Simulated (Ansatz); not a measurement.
# TiSi2: response to strain, part 2 of 2

Aim: deform TiSi2 (equal xy, yz and zx engineering shear strains of +1 %) and compute stress, forces and field gradients with LAPW, PAW and all-electron datasets made for the crystal.

Ansatz 0.2.0; DFT PBE; a database cell (COD). «Crystal datasets» are all-electron PAW datasets made for this crystal. Earlier steps stand in the parts before.

## Step 5: All-electron PAW on datasets made for the crystal

input.yaml reads:

```yaml
crystal:
  lattice:
    - [0.0418975, 4.1393075, 4.28209]
    - [2.4078075, 0.03324, 4.2734325]
    - [2.40709, 4.1299325, 0.0325225]
  atoms:
    - { symbol: Ti, position: [0.75, 0.75, 0.75] }
    - { symbol: Ti, position: [0.5, 0.5, 0.5] }
    - { symbol: Si, position: [0.083, 0.417, 0.083] }
    - { symbol: Si, position: [0.417, 0.083, 0.417] }
    - { symbol: Si, position: [0.167, 0.833, 0.167] }
    - { symbol: Si, position: [0.833, 0.167, 0.833] }
kpoints:
  mp_grid: { grid: [8, 8, 8] }
scf:
  occupations: { method: fermi_dirac, width: 0.08 }
hamiltonian:
  xc: pbe
  pseudopotentials: { kind: all_electron, datasets: crystal }
output:
  forces: true
  stress: true
  eigenvalues: true
  efg: { contact_densities: true }
```

The run is started by

```
ansatz run input.yaml --threads 2 --pin off --max-ram 6144MiB --backend cpu --events-out ev --progress --plain --runs-dir out
```

The log of the run:

```text
hamiltonian.pseudopotentials.datasets: crystal makes datasets for this crystal and solves the spheres of its atoms anew in each pass: cutoff 260.0 eV, the density's 1040.0 eV; for an error of 0.50 meV an atom under PBE, 3.0 meV for the cell; an energy difference from a run of another recipe may be off by several times the error for the cell, under r2SCAN by more, where some 0.1 meV an atom stays at smaller errors; Si in spheres of 1.143 Å, 4 of its electrons in bands, 8 on its site; Ti in spheres of 1.376 Å, 4 of its electrons in bands, 8 on its site; only band paths and densities of states list, in semicore columns, the levels of the semicore shells that are solved separately: 2s of Si, 2p of Si, 3s of Ti, 3p of Ti
Engine: ansatz 0.2.0
Pseudopotentials: kind: all_electron
Pseudopotential: Ti, paw, valence charge 12, recommended cutoff 260 eV (normal), Koelling and Harmon's equation, gaussian nucleus
Pseudopotential: Si, paw, valence charge 12, recommended cutoff 260 eV (normal), Koelling and Harmon's equation, gaussian nucleus
Functional definition: PBE
  parameter kappa = 0.804
  parameter beta = 0.06672455060314922
  exchange = pbe_x(kappa = kappa, mu = beta*pi^2/3)
  correlation = pbe_c(beta = beta)
Crystal: 6 atoms, lattice volume = 83.754 Å³
Basis set: ecut = 260 eV, 805 PW (Γ), exchange–correlation on 64×54×54 points (8 copies of the dense FFT grid, shifted against one another)
Bands: 18, of which v1, the nominal top of the filled ones, is band 12 counted from 1 (11 counted from 0)
Symmetry: 2 space group operations
Space group: P-1 (ITA 2), of the structure as read, at distance tolerance 4.4e-5 Å
k-points: 260 of 512
Non-local potential: Ti, projectors of the file, l = 0: 1, l = 1: 1, l = 2: 2
Non-local potential: Si, projectors of the file, l = 0: 1, l = 1: 1
PAW form: soft (Blöchl's): semilocal exchange-correlation on the pseudo side does not see the compensation charge
PAW one-centre angular grid: Ti, 590 points (default); XC on its mesh's 1951 points in the sphere
PAW one-centre angular grid: Si, 110 points (default); XC on its mesh's 1939 points in the sphere
Initial density: superposition of atomic densities (neutral atoms: chi_scale 0, normalization atom)
Initial wavefunctions: pseudopotential atomic-orbital guess
Functional: x = pbe(κ = 0.804, μ = 0.2195149727645171), c = pbe(β = 0.06672455060314922)
iter 1 solved again at ethr=4.88e-3 eV; its pass at ethr=1.00e-1 eV (dr2=1.17e0 eV) is discarded
SCF iter   1: F=—  HF=-78039.445273 eV  |F-HF|=—  |Δ(HF+E_count)|=         —  Δρ=3.80e-2  dr2=1.16e0  ethr=4.88e-3  ⟨swp⟩=3.7  Hψ=31916  notcnv=0
preconditioner: auto → Kerker (q_TF=auto, 2.215 Å⁻¹)  [metal: Δε(μ)=0.011 eV  Ē_g=6.545 eV  σ=0.080 eV  W_gap=0.03  n_scr=16 (ndim 8)  ℏωp=19.9 eV  f_vac=0.000  D(μ)=1.89/eV (n_scr^D=12)]
SCF iter   2: F=—  HF=-78039.228569 eV  |F-HF|=—  |Δ(HF+E_count)|=   2.17e-1  Δρ=2.10e-2  dr2=4.42e-1  ethr=4.84e-3  ⟨swp⟩=2.1  Hψ=9376  notcnv=0  defer=1
iter 3 solved again at ethr=1.72e-4 eV; its pass at ethr=1.84e-3 eV (dr2=4.14e-2 eV) is discarded
SCF iter   3: F=—  HF=-78039.091472 eV  |F-HF|=—  |Δ(HF+E_count)|=   1.37e-1  Δρ=7.07e-3  dr2=3.81e-2  ethr=1.72e-4  ⟨swp⟩=3.9  Hψ=22554  notcnv=0  defer=41
SCF iter   4: F=—  HF=-78039.083195 eV  |F-HF|=—  |Δ(HF+E_count)|=   8.28e-3  Δρ=2.48e-3  dr2=4.71e-3  ethr=1.59e-4  ⟨swp⟩=3.0  Hψ=10053  notcnv=0  defer=11
SCF iter   5: F=—  HF=-78039.082883 eV  |F-HF|=—  |Δ(HF+E_count)|=   3.12e-4  Δρ=1.44e-3  dr2=2.88e-3  ethr=1.96e-5  ⟨swp⟩=3.9  Hψ=10223  notcnv=0  defer=8
SCF iter   6: F=—  HF=-78039.082374 eV  |F-HF|=—  |Δ(HF+E_count)|=   5.09e-4  Δρ=1.37e-4  dr2=1.38e-5  ethr=1.20e-5  ⟨swp⟩=3.4  Hψ=11514  notcnv=0  defer=13
SCF iter   7: F=—  HF=-78039.082395 eV  |F-HF|=—  |Δ(HF+E_count)|=   2.07e-5  Δρ=1.11e-4  dr2=1.91e-5  ethr=5.73e-8  ⟨swp⟩=4.8  Hψ=14537  notcnv=0  defer=1
SCF iter   8: F=—  HF=-78039.082391 eV  |F-HF|=—  |Δ(HF+E_count)|=   3.69e-6  Δρ=2.49e-5  dr2=8.11e-7  ethr=5.73e-8  ⟨swp⟩=4.0  Hψ=10572  notcnv=0  defer=1
SCF iter   9: F=—  HF=-78039.082391 eV  |F-HF|=—  |Δ(HF+E_count)|=   1.72e-7  Δρ=8.85e-6  dr2=1.25e-7  ethr=3.38e-9  ⟨swp⟩=2.9  Hψ=8560  notcnv=0  defer=1
SCF iter  10: F=-78039.082391 eV  HF=-78039.082391 eV  |F-HF|=8.59e-10  |Δ(HF+E_count)|=   5.86e-9  Δρ=1.00e-6  dr2=6.82e-10  ethr=5.20e-10  ⟨swp⟩=4.0  Hψ=10044  notcnv=0
SCF 1 converged in 10 iterations: F = -78039.082392 eV  dr2 = 6.82e-10
  Residual-converged pass: ⟨swp⟩=4.4  Hψ=13588  notcnv=0  max |occ|·‖R‖ = 6.6e-6 eV (tolerance 6.7e-6 eV)  dr2=5.10e-10  dr2_onsite=9.76e-10  max |Δocc| = 1.2e-8
SCF converged after 10 iterations
Free energy (F): -78039.082392 eV
Harris-Foulkes:  -78039.082392 eV  (|F-HF|=8.59e-10)
Internal energy: -78039.039316 eV  (E = F + TS)
E sigma→0 (E₀):  -78039.060854 eV
Entropy (-TS):   -0.043076 eV (-7.179 meV/atom)
Past the cutoff: the bands carry plane waves up to 1.75 times it, of which those up to 1.5 times it add -0.000178 eV an atom, each by itself; the spheres take 0.000061 eV an atom off the energy for waves past 1.75 times it
By the cutoff:   a pressure is off by up to 0.006 GPa (1.2 times the spheres' own share and the shells' term, over an atom's volume, and 0.004 GPa: a bound that held against runs at twice the plane waves)
Past the cutoffs: a stress includes 0.0021 GPa for waves and charges beyond them, in addition to the slope of what the spheres take
In the spheres:  the bands' charges fall short by 1.8e-7 e at most (sound up to 1e-3), those of shells solved beside the bands by 3.8e-6 e (sound up to 5e-4)
Fermi energy:    14.030699 eV
--- Per-component energies (eV) ---
  The terms above E_closure are by the made datasets' own strengths, without shells solved beside the bands.
--- Forces (eV/Å), atoms counted from 1 ---
  atom   1  Ti     0.06453737     0.06516349     0.05507567
  atom   2  Ti    -0.06453737    -0.06516349    -0.05507567
  atom   3  Si     0.02450422     0.23327747    -0.00881700
  atom   4  Si     0.03079215    -0.17065380     0.04613838
  atom   5  Si    -0.02450422    -0.23327747     0.00881700
  atom   6  Si    -0.03079215     0.17065380    -0.04613838
  max |Σ_I F_I| component: 0.00e0 eV/Å
--- Stress (GPa, compression-positive) ---
        3.005444      -1.311012      -1.578440
       -1.311012       1.947826      -0.945545
       -1.578440      -0.945545       2.128060
  P = ⅓ Tr σ = 2.3604 GPa (23.604 kbar)
  It holds what live shells' own plane waves past their cutoff add
--- PAW observables at the nuclei: V_zz in 10²¹ V/m², potentials from the cell's mean, atoms counted from 1 ---
  atom   1  Ti V_zz =    +1.202204   η = 0.5753   by run symmetry: allowed
            electrostatic potential = -2531.823304 V   contact ρ = 56829.640720 e/Å³
  atom   2  Ti V_zz =    +1.202204   η = 0.5753   by run symmetry: allowed
            electrostatic potential = -2531.823304 V   contact ρ = 56829.640720 e/Å³
  atom   3  Si V_zz =    -3.549316   η = 0.3004   by run symmetry: allowed
            electrostatic potential = -1364.524101 V   contact ρ = 12821.862463 e/Å³
  atom   4  Si V_zz =    -3.266717   η = 0.2674   by run symmetry: allowed
            electrostatic potential = -1364.504265 V   contact ρ = 12821.794039 e/Å³
  atom   5  Si V_zz =    -3.549316   η = 0.3004   by run symmetry: allowed
            electrostatic potential = -1364.524101 V   contact ρ = 12821.862463 e/Å³
  atom   6  Si V_zz =    -3.266717   η = 0.2674   by run symmetry: allowed
            electrostatic potential = -1364.504265 V   contact ρ = 12821.794039 e/Å³
--- Band table (eV; the first three rows and the last of 260) ---
  k-point 0: bands = ["1.4361", "7.1692", "8.3089", "8.6676", "9.1995", "10.1565", "10.2509", "11.3823", "11.7704", "12.0865", "12.3090", "12.5243", "13.0931", "16.0491", "17.2336", "17.2931"]
  k-point 1: bands = ["1.6025", "6.9829", "7.6659", "8.4514", "9.4687", "10.2673", "10.5278", "11.3586", "11.7075", "12.0249", "12.5963", "12.8354", "13.0593", "15.8707", "17.0157", "17.1332"]
  k-point 2: bands = ["2.0867", "6.4819", "6.6651", "8.2598", "9.2893", "10.1276", "11.0092", "11.2305", "12.2491", "12.5906", "12.8242", "13.0017", "13.6505", "15.4149", "16.6926", "16.7552"]
  k-point 259: bands = ["3.3865", "4.5250", "6.3012", "8.2125", "9.0462", "9.4727", "11.4572", "11.5366", "12.0085", "12.9034", "14.0046", "14.1725", "15.0123", "15.3453", "15.8372", "16.2044"]
```

Wall time 32 s (2 threads of Intel Xeon Platinum 8488C (Sapphire Rapids), shared host); peak memory 1.3 GiB.

This run gives: pressure 2.36 GPa; no gap; largest force 0.235 eV/Å; Vzz Ti1 1.20 (η = 0.58), Si3 -3.55 (η = 0.30), Si4 -3.27 (η = 0.27) (10²¹ V/m²).

## Step 6: Side by side

Stress (GPa, compression positive):

```
          method    xx    yy    zz     yz     xz     xy
            LAPW  3.01  1.95  2.13  -0.95  -1.58  -1.31
             PAW  3.01  1.96  2.13  -0.95  -1.58  -1.31
crystal datasets  3.01  1.95  2.13  -0.95  -1.58  -1.31
```

Forces (eV/Å):

```
atom  LAPW x  LAPW y  LAPW z   PAW x   PAW y   PAW z  crystal datasets x  crystal datasets y  crystal datasets z
 Ti1   0.065   0.065   0.055   0.064   0.065   0.055               0.065               0.065               0.055
 Ti2  -0.065  -0.065  -0.055  -0.064  -0.065  -0.055              -0.065              -0.065              -0.055
 Si3   0.025   0.233  -0.009   0.025   0.233  -0.009               0.025               0.233              -0.009
 Si4   0.031  -0.171   0.046   0.031  -0.171   0.046               0.031              -0.171               0.046
 Si5  -0.025  -0.233   0.009  -0.025  -0.233   0.009              -0.025              -0.233               0.009
 Si6  -0.031   0.171  -0.046  -0.031   0.171  -0.046              -0.031               0.171              -0.046
```

```
          method  pressure (GPa)  largest force (eV/Å)  Vzz Ti1 (10²¹ V/m²)  Vzz Si3 (10²¹ V/m²)  Vzz Si4 (10²¹ V/m²)  SCF cycles, all passes
            LAPW            2.36                 0.235                    –                    –                    –                       9
             PAW            2.37                 0.235                 1.23                -3.56                -3.27                       6
crystal datasets            2.36                 0.235                 1.20                -3.55                -3.27                      10
```

## Step 7: Results

The summary covers parts 1 to 2.

| quantity | value |
| --- | --- |
| pressure | LAPW 2.36, PAW 2.37, crystal datasets 2.36 GPa |
| largest shear or deviatoric stress (LAPW) | 1.58 GPa |

In words: The largest part of the stress beyond the pressure is 1.58 GPa in size, in the xz component; the atoms are carried along and not relaxed. No run of the undeformed cell stands beside it, so the pressure holds what the given cell had before the change. PAW: stress within 0.01 GPa of LAPW, forces within 1 meV/Å. Crystal datasets: stress within 0.01 GPa of LAPW, forces within 1 meV/Å.
